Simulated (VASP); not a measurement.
# ZrSe2 in VASP: notebook

The runs below take ZrSe2 through single point, with PBE.

Program: VASP 6.6.1. These are calculated values, not measurements. Logs are shortened: lines on timing, memory, paths and dates and some standing lists are left out, and cuts for length are marked.

### 1 The structure

The cell holds a slab with vacuum, 3 atoms: a = 3.798 Å, b = 3.798 Å, c = 13.096 Å, α = 90.00°, β = 90.00°, γ = 120.00°.

### 2 Single point, PBE

Input file INCAR:

```
SYSTEM = ZrSe2
PREC     = Accurate       ! precision mode
ENCUT    = 460            ! plane-wave cutoff, eV
EDIFF    = 1E-7           ! SCF threshold, eV
ISMEAR   = 0              ! smearing method
SIGMA    = 0.05           ! smearing width, eV
LREAL    = .FALSE.        ! projectors in reciprocal space
LASPH    = .TRUE.         ! aspherical terms in the spheres
NELM     = 120            ! most SCF steps
ALGO     = Normal         ! electronic algorithm
ISIF     = 2              ! what is computed and relaxed
LWAVE    = .FALSE.        ! write WAVECAR
LCHARG   = .FALSE.        ! write CHGCAR
LDIPOL   = .TRUE.       
IDIPOL   = 3            
DIPOL    = 0.5 0.5 0.500
GGA      = PE             ! functional
NBANDS   = 23             ! bands
LVHAR    = .TRUE.       
LVACPOTAV= .TRUE.
```

Input file KPOINTS:

```
Automatic mesh
0
G
  9 9 1
  0 0 0
```

Input file POSCAR:

```
ZrSe2
1.0
    3.7980000000      0.0000000000      0.0000000000
   -1.8990000000      3.2891644800      0.0000000000
    0.0000000000      0.0000000000     13.0960000000
Se Zr
2 1
Direct
    0.6666666667      0.3333333333      0.3817959682
    0.3333333333      0.6666666667      0.6182040318
    0.0000000000      0.0000000000      0.5000000000
```

Potentials or basis: VASP PAW PBE potentials, release 64 (Se, Zr_sv).

On the command line:

```sh
$ cat potpaw_PBE.64/Se/POTCAR potpaw_PBE.64/Zr_sv/POTCAR > POTCAR
$ mpirun -np 1 vasp_std > vasp.out
```

OUTCAR:

```text
SYSTEM = ZrSe2
   PREC = Accurate
   ENCUT = 460
   EDIFF = 1E-7
   ISMEAR = 0
   LREAL = .FALSE.
   LASPH = .TRUE.
   NELM = 120
   ISIF = 2
   GGA = PE

 Found     12 irreducible k-points:

 Following reciprocal coordinates:
            Coordinates               Weight
  0.000000  0.000000  0.000000      1.000000
  0.111111 -0.000000  0.000000      6.000000
  0.222222  0.000000  0.000000      6.000000
  0.333333 -0.000000  0.000000      6.000000
  0.444444  0.000000  0.000000      6.000000
  0.111111  0.111111  0.000000      6.000000
   k-points           NKPTS =     12   k-points in BZ     NKDIM =     12   number of bands    NBANDS=     23
   number of dos      NEDOS =    301   number of ions     NIONS =      3
   total plane-waves  NPLWV =  75264
   dimension x,y,z NGX =    28 NGY =   28 NGZ =   96
   dimension x,y,z NGXF=    56 NGYF=   56 NGZF=  192
   ions per type =               2   1
   NGX,Y,Z   is equivalent  to a cutoff of  12.26, 12.26, 12.19 a.u.
   NGXF,Y,Z  is equivalent  to a cutoff of  24.51, 24.51, 24.37 a.u.
 SYSTEM =  ZrSe2
   PREC   = accura    normal or accurate (medium, high low for compatibility)
   ISTART =      0    job   : 0-new  1-cont  2-samecut
   ICHARG =      2    charge: 1-file 2-atom 10-const
   ISPIN  =      1    spin polarized calculation?
   LNONCOLLINEAR =      F non collinear calculations
   LSORBIT =      F    spin-orbit coupling
   LASPH  =      T    aspherical Exc in radial PAW
   ENCUT  =  460.0 eV  33.81 Ry    5.81 a.u.   6.64  6.64 22.90*2*pi/ulx,y,z
   NELM   =    120;   NELMIN=  2; NELMDL= -5     # of ELM steps
   EDIFF  = 0.1E-06   stopping-criterion for ELM
   LREAL  =      F    real-space projection
   EDIFFG = 0.1E-05   stopping-criterion for IOM
   NSW    =      0    number of steps for IOM
   IBRION =     -1    ionic relax: 0-MD 1-quasi-New 2-CG
   NFREE  =      0    steps in history (QN), initial steepest desc. (CG)
   ISIF   =      2    stress and relaxation
   ISYM   =      2    0-nonsym 1-usesym 2-fastsym
   POTIM  = 0.5000    time-step for ionic-motion
   TEBEG  =    0.0;   TEEND  =   0.0 temperature during run
   PSTRESS=    0.0 pullay stress
   NELECT =      24.0000    total number of electrons
   NUPDOWN=      -1.0000    fix difference up-down
   EMIN   =  10.00;   EMAX   =-10.00  energy-range for DOS
[... 5 lines left out ...]
     AMIX     =   0.40;   BMIX     =  1.00
     AMIX_MAG =   1.60;   BMIX_MAG =  1.00
  volume/ion in A,a.u.               =      54.53       368.01
  Fermi-wavevector in a.u.,A,eV,Ry     =   0.863414  1.631615 10.142910  0.745483
  Thomas-Fermi vector in A             =   1.981360
   LORBIT       =      0    0 simple, 1 ext, 2 COOP (PROOUT), +10 PAW based schemes
   GGA     = PE    functional components
[... 5 lines left out ...]
 non-spin polarized calculation
 Gauss-broadening in eV      SIGMA  =   0.05
  energy-cutoff  :      460.00
  volume of cell :      163.60
 maximum number of plane-waves:      3689
 NGX is ok and might be reduce to    28
   NGX = 13   NGY = 13   NGZ = 45

 dipolmoment           0.000000      0.000000     -0.000000 electrons x Angstroem

 number of electron      24.0000000 magnetization

 dipolmoment           0.000000      0.000000      0.000000 electrons x Angstroem

 Free energy of the ion-electron system (eV)
  ---------------------------------------------------
  ext. energy  EPLUGINS =         0.00000000
  ---------------------------------------------------
  free energy    TOTEN  =       -19.57900988 eV

  energy without entropy =      -19.57900988  energy(sigma->0) =      -19.57900988

 E-fermi :  -0.8127     XC(G=0):  -5.1634

 val. band max:       -1.0224868162   @ k =   0.0000   0.0000   0.0000
 cond. band min:      -0.4146371792   @ k =   0.4444   0.0000   0.0000
 fundamental gap:      0.6078496370
 Fermi energy:        -0.8127160793

 k-point     1 :       0.0000    0.0000    0.0000
  band No.  band energies     occupation
      1     -50.4118      2.00000
      2     -28.4613      2.00000
      3     -28.3489      2.00000
      4     -28.3489      2.00000
      5     -13.9623      2.00000
      6     -13.0180      2.00000
[... 15 lines left out ...]
     22       8.0762      0.00000
     23       8.1930      0.00000

 k-point     2 :       0.1111   -0.0000    0.0000
  band No.  band energies     occupation
      1     -50.4104      2.00000
      2     -28.4562      2.00000
      3     -28.3707      2.00000
      4     -28.3536      2.00000
      5     -13.8541      2.00000
      6     -13.0189      2.00000
[... 15 lines left out ...]
     22       7.8259      0.00000
     23       8.2106      0.00000

 k-point     3 :       0.2222    0.0000    0.0000
  band No.  band energies     occupation
      1     -50.4068      2.00000
      2     -28.4441      2.00000
      3     -28.4246      2.00000
      4     -28.3653      2.00000
      5     -13.5711      2.00000
      6     -13.0166      2.00000
[... 15 lines left out ...]
     22       7.7255      0.00000
     23       7.9300      0.00000

 k-point     4 :       0.3333   -0.0000    0.0000
  band No.  band energies     occupation
      1     -50.4028      2.00000
      2     -28.4873      2.00000
      3     -28.4279      2.00000
      4     -28.3787      2.00000
      5     -13.2640      2.00000
      6     -12.9682      2.00000
[... 15 lines left out ...]
     22       7.8963      0.00000
     23       8.5003      0.00000

 k-point     5 :       0.4444    0.0000    0.0000
  band No.  band energies     occupation
      1     -50.4001      2.00000
      2     -28.5266      2.00000
      3     -28.4184      2.00000
      4     -28.3873      2.00000
      5     -13.1589      2.00000
      6     -12.8162      2.00000
[... 15 lines left out ...]
     22       7.8694      0.00000
     23       8.3144      0.00000

 k-point     6 :       0.1111    0.1111    0.0000
  band No.  band energies     occupation
      1     -50.4079      2.00000
      2     -28.4474      2.00000
      3     -28.4069      2.00000
      4     -28.3637      2.00000
      5     -13.6570      2.00000
      6     -13.0194      2.00000
[... 15 lines left out ...]
     22       7.6977      0.00000
     23       8.0280      0.00000

 [... further k-points ...]

------------------------ aborting loop because EDIFF is reached ----------------------------------------

  FORCE on cell =-STRESS in cart. coord.  units (eV):
  Direction    XX          YY          ZZ          XY          YZ          ZX
  --------------------------------------------------------------------------------------
  -------------------------------------------------------------------------------------
  Total        0.6849179      0.6849179      1.1081294      0.0000000      0.0000000      0.0000000
  in kB        6.7076425      6.7076425     10.8523017      0.0000000      0.0000000      0.0000000
  external PRESSURE =       8.0891956 kB  Pullay stress =       0.0000000 kB

 VOLUME and BASIS-vectors are now :
 -----------------------------------------------------------------------------
  energy-cutoff  :      460.00
  volume of cell :      163.60
      direct lattice vectors                 reciprocal lattice vectors
     3.798000000  0.000000000  0.000000000     0.263296472  0.152014289  0.000000000
    -1.899000000  3.289164480  0.000000000     0.000000000  0.304028578  0.000000000
     0.000000000  0.000000000 13.096000000     0.000000000  0.000000000  0.076359194

 POSITION                                       TOTAL-FORCE (eV/Angst)
 -----------------------------------------------------------------------------------
      1.89900      1.09639      5.00000        -0.000000      0.000000     -0.360113
     -0.00000      2.19278      8.09600         0.000000      0.000000      0.360113
      0.00000      0.00000      6.54800        -0.000000      0.000000     -0.000000
 -----------------------------------------------------------------------------------
    total drift:                               -0.000000     -0.000000      0.000000

  FREE ENERGIE OF THE ION-ELECTRON SYSTEM (eV)
  ---------------------------------------------------
  free  energy   TOTEN  =       -19.5790098785 eV

  energy  without entropy=      -19.5790098785  energy(sigma->0) =      -19.57900988

 vacuum level on the upper side and lower side of the slab         4.626         4.626
```

Wall time 48 s (1 thread of Intel Xeon Platinum 8259CL at 2.50GHz (Skylake/Cascade Lake), shared host); peak memory 0.26 GiB.

These settings aren't checked as converged: the numbers below hold their error.

What came out:

- Free energy: -19.5790 eV
- Largest force: 0.360 eV/Å
- Band gap on the k mesh: 0.61 eV, indirect (least direct gap 1.14 eV)
- Ionisation potential of the upper face: 5.65 eV

### 3 Single point, PBE

This run uses another cell than the first one, of 62.86 Å³/atom, 1.153 times its volume.

Changes to INCAR since step 2:

```diff
@@ -2,3 +2,3 @@
 PREC     = Accurate       ! precision mode
-ENCUT    = 460            ! plane-wave cutoff, eV
+ENCUT    = 650            ! plane-wave cutoff, eV
 EDIFF    = 1E-7           ! SCF threshold, eV
```

Input file KPOINTS:

```
Automatic mesh
0
G
  7 7 1
  0 0 0
```

Input file POSCAR:

```
ZrSe2
1.0
    3.7980000000      0.0000000000      0.0000000000
   -1.8990000000      3.2891644800      0.0000000000
    0.0000000000      0.0000000000     15.0960000000
Se Zr
2 1
Direct
    0.6666666667      0.3333333333      0.3974562798
    0.3333333333      0.6666666667      0.6025437202
    0.0000000000      0.0000000000      0.5000000000
```

Potentials or basis: VASP PAW PBE potentials, release 64 (Se, Zr_sv).

On the command line:

```sh
$ cat potpaw_PBE.64/Se/POTCAR potpaw_PBE.64/Zr_sv/POTCAR > POTCAR
$ mpirun -np 1 vasp_std > vasp.out
```

Wall time 62 s (1 thread of Intel Xeon Platinum 8259CL at 2.50GHz (Skylake/Cascade Lake), shared host); peak memory 0.36 GiB.

These settings aren't checked as converged: the numbers below hold their error.

What came out:

| Quantity | Value |
| --- | --- |
| Free energy | -19.5729 eV |
| Largest force | 0.353 eV/Å |
| Band gap on the k mesh | 0.62 eV, indirect (least direct gap 1.13 eV) |
| Ionisation potential of the upper face | 5.65 eV |
